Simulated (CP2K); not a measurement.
# Te (R-3m) in CP2K: single point with PBE

Aim: the single point of Te with PBE.

Program: CP2K 2026.2. These are calculated values, not measurements. Logs are shortened: lines on timing, memory, paths and dates and some standing lists are left out, and cuts for length are marked.

### Step 1. The cell of the first run

Symmetry: R-3m, No. 166, trigonal system. Conventional cell: a = 4.612 Å, b = 4.612 Å, c = 5.073 Å, α = 90.00°, β = 90.00°, γ = 120.00°. Around Te (site symmetry -3m) lie 6 Te at 3.15 Å.

This isn't the form of Te at room conditions, which is trigonal, of chains.

### Step 2. Single point, PBE (the cell as VASP's run set it)

te_scf.inp reads:

```
&GLOBAL
  PROJECT te_scf
  RUN_TYPE ENERGY_FORCE
  PRINT_LEVEL LOW
&END GLOBAL
&FORCE_EVAL
  METHOD QS
  STRESS_TENSOR ANALYTICAL
  &DFT
    BASIS_SET_FILE_NAME BASIS_MOLOPT_UZH
    POTENTIAL_FILE_NAME POTENTIAL_UZH
    &MGRID
      CUTOFF 450
      REL_CUTOFF 60
      NGRIDS 5
    &END MGRID
    &QS
      METHOD GPW
      EPS_DEFAULT 1.0E-10
    &END QS
    &KPOINTS
      SCHEME MONKHORST-PACK 9 9 9
      GAMMA_CENTERED T
      SYMMETRY T
      SYMMETRY_BACKEND SPGLIB
    &END KPOINTS
    &SCF
      SCF_GUESS ATOMIC
      EPS_SCF 1.0E-6
      MAX_SCF 100
      ADDED_MOS 8
      CHOLESKY OFF
      EPS_EIGVAL 1.0E-7
      &DIAGONALIZATION ON
        ALGORITHM STANDARD
      &END DIAGONALIZATION
      &MIXING ON
        METHOD BROYDEN_MIXING
        ALPHA 0.4
        BETA 1.5
        NBUFFER 8
      &END MIXING
      &SMEAR ON
        METHOD GAUSSIAN
        SIGMA [eV] 0.02
      &END SMEAR
    &END SCF
    &XC
      &XC_FUNCTIONAL
        &GGA_X_PBE
        &END GGA_X_PBE
        &GGA_C_PBE
        &END GGA_C_PBE
      &END XC_FUNCTIONAL
    &END XC
    &PRINT
      &KPOINTS ON
      &END KPOINTS
      &MULLIKEN ON
      &END MULLIKEN
      &MO ON
        ENERGIES T
        OCCUPATION_NUMBERS T
        &EACH
          QS_SCF 0
        &END EACH
        ADD_LAST NUMERIC
      &END MO
    &END PRINT
  &END DFT
  &SUBSYS
    &CELL
      A 3.1541904700 0.0000000000 0.0000000000
      B -0.2173210954 3.1466949427 0.0000000000
      C -0.2173210954 -0.2328476703 3.1380680402
      PERIODIC XYZ
    &END CELL
    &COORD
      SCALED
      Te  0.5000000000 0.5000000000 0.5000000000
    &END COORD
    &KIND Te
      BASIS_SET TZVP-MOLOPT-PBE-GTH-q6
      POTENTIAL GTH-PBE-q6
    &END KIND
    &PRINT
      &ATOMIC_COORDINATES ON
      &END ATOMIC_COORDINATES
      &CELL ON
      &END CELL
    &END PRINT
  &END SUBSYS
  &PRINT
    &FORCES ON
    &END FORCES
    &STRESS_TENSOR ON
    &END STRESS_TENSOR
  &END PRINT
&END FORCE_EVAL
```

Potentials or basis: POTENTIAL_UZH Te GTH-PBE-q6; TZVP-MOLOPT-PBE-GTH basis.

On the command line:

```
> OMP_NUM_THREADS=1 cp2k.psmp -i te_scf.inp -o te_scf.out
```

te_scf.out:

```text

 CP2K| version string:                                       CP2K version 2026.2
 CP2K| Input file name                                                te_scf.inp

 GLOBAL| Force Environment number                                              1
 GLOBAL| Basis set file name                                    BASIS_MOLOPT_UZH
 GLOBAL| Potential file name                                       POTENTIAL_UZH
 GLOBAL| MM Potential file name                                     MM_POTENTIAL
 GLOBAL| Coordinate file name                                      __STD_INPUT__
 GLOBAL| Method name                                                        CP2K
 GLOBAL| Project name                                                     te_scf
 GLOBAL| Run type                                                   ENERGY_FORCE
 GLOBAL| FFT library                                                       FFTW3
[... 8 lines left out ...]
 GLOBAL| CPU model name                                                  UNKNOWN

 CELL| Volume [angstrom^3]:                                            31.146189
 CELL| Vector a [angstrom]:       3.154     0.000     0.000   |a| =     3.154190
 CELL| Vector b [angstrom]:      -0.217     3.147     0.000   |b| =     3.154190
 CELL| Vector c [angstrom]:      -0.217    -0.233     3.138   |c| =     3.154190
 CELL| Angle (b,c), alpha [degree]:                                    93.950761
 CELL| Angle (a,c), beta  [degree]:                                    93.950761
 CELL| Angle (a,b), gamma [degree]:                                    93.950761
 CELL| Numerically orthorhombic:                                              NO
 CELL| Periodicity                                                           XYZ

 CELL_REF| Volume [angstrom^3]:                                        31.146189
 CELL_REF| Vector a [angstrom     3.154     0.000     0.000   |a| =     3.154190
 CELL_REF| Vector b [angstrom    -0.217     3.147     0.000   |b| =     3.154190
 CELL_REF| Vector c [angstrom    -0.217    -0.233     3.138   |c| =     3.154190
 CELL_REF| Angle (b,c), alpha [degree]:                                93.950761
 CELL_REF| Angle (a,c), beta  [degree]:                                93.950761
 CELL_REF| Angle (a,b), gamma [degree]:                                93.950761
 CELL_REF| Numerically orthorhombic:                                          NO
 CELL_REF| Periodicity                                                       XYZ
[... 9 lines left out ...]
 TOTAL NUMBERS AND MAXIMUM NUMBERS

  Total number of            - Atomic kinds:                                   1
                             - Atoms:                                          1
                             - Shell sets:                                     1
                             - Shells:                                         7
                             - Primitive Cartesian functions:                  4
                             - Cartesian basis functions:                     18
                             - Spherical basis functions:                     17

  Maximum angular momentum of- Orbital basis functions:                        2
                             - Local part of the GTH pseudopotential:          0
                             - Non-local part of the GTH pseudopotential:      4

 MODULE QUICKSTEP: ATOMIC COORDINATES IN ANGSTROM

   Atom Kind Element         X             Y             Z       Z(eff)     Mass
      1    1 Te   52      1.359774      1.456924      1.569034   6.0000 127.6000

 SCF PARAMETERS         Density guess:                                    ATOMIC
                        --------------------------------------------------------
                        max_scf:                                             100
                        max_scf_history:                                       0
                        max_diis:                                              4
[... 5 lines left out ...]
                        --------------------------------------------------------
                        level_shift [a.u.]:                             0.000000
                        added MOs                                         8    0
                        --------------------------------------------------------
                        Mixing method:                            BROYDEN_MIXING
                                                charge density mixing in g-space
                        --------------------------------------------------------
                        Smear method:                                   GAUSSIAN
                        Smearing width (sigma) [a.u.]:                  7.35E-04
                        Accuracy threshold:                             1.00E-10
                        --------------------------------------------------------
                        No outer SCF

 *******************************************************************************
                                    Kpoints
[... 11 lines left out ...]
 BRILLOUIN|     1           0.00274       -0.44444       -0.44444       -0.44444
 BRILLOUIN|     2           0.00823       -0.44444       -0.44444       -0.33333
 BRILLOUIN|     3           0.00823       -0.44444       -0.44444       -0.22222
 BRILLOUIN|     4           0.00823       -0.44444       -0.44444       -0.11111
 BRILLOUIN|     5           0.00823       -0.44444       -0.44444        0.00000
 BRILLOUIN|     6           0.00823       -0.44444       -0.44444        0.11111
[... 32 lines left out ...]
 BRILLOUIN|    39           0.00823       -0.44444        0.22222        0.22222
 BRILLOUIN|    40           0.01646       -0.44444        0.22222        0.33333
 [... further k-points ...]
 *******************************************************************************

 Extrapolation method: initial_guess

 Number of electrons:                                                          6
 Number of occupied orbitals:                                                  3
 Number of molecular orbitals:                                                11

 Number of orbital functions:                                                 17
 Number of independent orbital functions:                                     17

 SCF WAVEFUNCTION OPTIMIZATION

  Step     Update method      Time    Convergence         Total energy    Change
  ------------------------------------------------------------------------------
     1 NoMix/Diag. 0.40E+00    0.5     0.57383702        -8.2230265493 -8.22E+00
     2 Broy./Diag. 0.40E+00    0.4     0.00137893        -8.2092249850  1.38E-02
     3 Broy./Diag. 0.40E+00    0.4     0.00420347        -8.1748188171  3.44E-02
     4 Broy./Diag. 0.40E+00    0.4     0.00116487        -8.1645856298  1.02E-02
     5 Broy./Diag. 0.40E+00    0.4     0.00074296        -8.1609792856  3.61E-03
     6 Broy./Diag. 0.40E+00    0.4     0.00019433        -8.1607125392  2.67E-04
     7 Broy./Diag. 0.40E+00    0.4     0.00009314        -8.1608223406 -1.10E-04
     8 Broy./Diag. 0.40E+00    0.4     0.00002068        -8.1609907644 -1.68E-04
     9 Broy./Diag. 0.40E+00    0.4     0.00000205        -8.1610368874 -4.61E-05
    10 Broy./Diag. 0.40E+00    0.4     0.00000554        -8.1610430132 -6.13E-06
    11 Broy./Diag. 0.40E+00    0.4     0.00000022        -8.1610454458 -2.43E-06

  *** SCF run converged in    11 steps ***

  Electronic density on regular grids:         -6.0000000000        0.0000000000
  Core density on regular grids:                5.9999999984       -0.0000000016
  Total charge density on r-space grids:       -0.0000000016
  Total charge density g-space grids:          -0.0000000016

  Overlap energy of the core charge distribution:               0.00000000000417
  Self energy of the core charge distribution:                -17.66159899552002
  Core Hamiltonian energy:                                      3.58051542889160
  Hartree energy:                                               7.72693276897336
  Exchange-correlation energy:                                 -1.80688386187492
  Smearing free energy correction:                             -0.00001078633719
  Fermi energy:                                                 0.20733459543946

  Total energy:                                                -8.16104544582381
  Total energy (extrapolated to sigma->0):                     -8.16104005265521

 MO| EIGENVALUES AND OCCUPATION NUMBERS FOR K POINT 1
 MO|
 MO|  Index      Eigenvalue [a.u.]        Eigenvalue [eV]             Occupation
 MO|      1              -0.105460              -2.869717               2.000000
 MO|      2               0.082015               2.231736               2.000000
 MO|      3               0.082015               2.231736               2.000000
 MO|      4               0.117859               3.207099               2.000000
 MO|      5               0.414690              11.284297               0.000000
 MO|      6               0.414690              11.284297               0.000000
 MO|      7               0.456030              12.409212               0.000000
 MO|      8               1.115769              30.361621               0.000000
 MO|      9               1.115769              30.361621               0.000000
 MO|     10               1.194506              32.504150               0.000000
 MO|     11               1.275659              34.712449               0.000000
 MO| Sum:                                                               8.000000
 MO| E(Fermi):            0.207335 a.u.          5.641861 eV
[... 221 lines left out ...]
 MO|      1              -0.191176              -5.202167               2.000000
 MO|      2               0.024226               0.659222               2.000000
 MO|      3               0.092869               2.527103               2.000000
 MO|      4               0.299636               8.153505               0.000000
 MO|      5               0.418572              11.389914               0.000000
 MO|      6               0.633621              17.241707               0.000000
 MO|      7               0.670546              18.246479               0.000000
 MO|      8               0.684638              18.629944               0.000000
 MO|      9               0.911038              24.790596               0.000000
 MO|     10               0.933487              25.401467               0.000000
 MO|     11               1.138935              30.992002               0.000000
 MO| Sum:                                                               6.000000
 MO| E(Fermi):            0.207335 a.u.          5.641861 eV
 MO| Band gap:            0.206766 a.u.          5.626402 eV

 [... the levels of further k-points ...]

 !-----------------------------------------------------------------------------!
                     Mulliken Population Analysis

 #  Atom  Element  Kind  Atomic population                           Net charge
       1     Te       1          6.000000                              0.000000
 # Total charge                              6.000000                  0.000000

 !-----------------------------------------------------------------------------!

 ENERGY| Total FORCE_EVAL ( QS ) energy [hartree]             -8.161046109041997

 FORCES| Atomic forces [hartree/bohr]
 FORCES|   Atom     x               y               z               |f|
 FORCES|      1 -1.88684109E-14  1.86663480E-14 -5.13972248E-15   2.70345376E-14
 FORCES| Sum    -1.88684109E-14  1.86663480E-14 -5.13972248E-15
 FORCES| Total atomic force                                       2.70345376E-14

 STRESS| Analytical stress tensor [bar]
 STRESS|                        x                   y                   z
 STRESS|      x        3.48882183049E+04   1.04657894741E+03   1.12711327626E+03
 STRESS|      y        1.04657894741E+03   3.50327786647E+04   1.20764024291E+03
 STRESS|      z        1.12711327626E+03   1.20764024291E+03   3.52119948052E+04
 STRESS| 1/3 Trace                                             3.50443305916E+04
 STRESS| Determinant                                           4.29060942527E+13

 STRESS| Eigenvectors and eigenvalues of the analytical stress tensor [bar]
 STRESS|                        1                   2                   3
 STRESS| Eigenvalues   3.39114265532E+04   3.39114265540E+04   3.73101386675E+04
 STRESS|      x           0.731060587367     -0.422078028400      0.536097524282
 STRESS|      y          -0.682312551254     -0.452233525478      0.574399182481
 STRESS|      z           0.000000001050      0.785706673241      0.618599243148
```

It took 5.7 s on 1 thread of Arm Neoverse V2, shared host; peak memory 0.21 GiB.

Results:

```
Free energy            : -222.0734 eV
Pressure               : 3.5 GPa
Band gap on the k mesh : none (metal or under the smearing width)
```

Stress tensor (GPa, compression positive):
```
3.49 0.10 0.11
0.10 3.50 0.12
0.11 0.12 3.52
```

Levels at points of the mesh, in eV from the Fermi level:
```csv
k point,band 1,band 2,band 3,band 4,band 5,band 6,band 7,band 8
"(0.00, 0.00, 0.00)",-14.00,1.01,1.51,1.51,6.87,6.87,8.40,19.36
```

Caveat: the basis of atomic orbitals isn't converged, which shifts pressures, moduli and gaps.
